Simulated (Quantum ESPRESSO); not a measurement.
**AlN (111), zinc blende: the electronic dielectric constant against in-plane strain**

How does ε∞, from linear response (ph.x, fixed occupations, ions clamped), follow the in-plane strain?

Calculated with Quantum ESPRESSO 7.5, PBEsol, GBRV 1.5 ultrasoft potentials, cutoff 680 eV, Fermi–Dirac smearing 0.02 eV, k-mesh 10×10×4, no spin polarisation, no spin-orbit coupling.

```
in-plane strain (%)  V (Å³/atom)   ε_xx   ε_yy   ε_zz   mean  gap (eV)
                 −3        9.991  4.546  4.546  4.671  4.588     3.023
                 −2       10.159  4.575  4.575  4.658  4.603     3.088
                  0       10.499  4.652  4.652  4.651  4.652     3.177
                  1       10.670  4.701  4.701  4.656  4.686     3.092
                  2       10.843  4.755  4.755  4.666  4.725     3.008
                  3       11.017  4.817  4.817  4.681  4.772     2.926
```

**Question.** Give the mean ε∞ and the long-wavelength refractive index at x = -1, a row left out above (x is the first column).

Least squares with ε = e0 + e1 x + e2 x² gives e0 = 4.6519, e1 = 0.030629 and e2 = 0.003105. At x = -1 this is 4.624, so n = √ε = 2.150 as an average over directions. The run itself gives 4.624, so the estimate misses by 0.000, a rounding's worth.

Along the table the mean ε∞ doesn't follow the smallest gap simply. Semilocal functionals tend to give ε∞ too large, the k-mesh wasn't converged for it (a zone-centred mesh of this size overestimates it where the gap is small), and polar lattice vibrations add to the static constant, which isn't calculated here.

[Logs are printed without paths, hosts, clocks, repeated set-up lines and the standing remarks that a program may print on its own settings, such as how far it seeks lower states.]
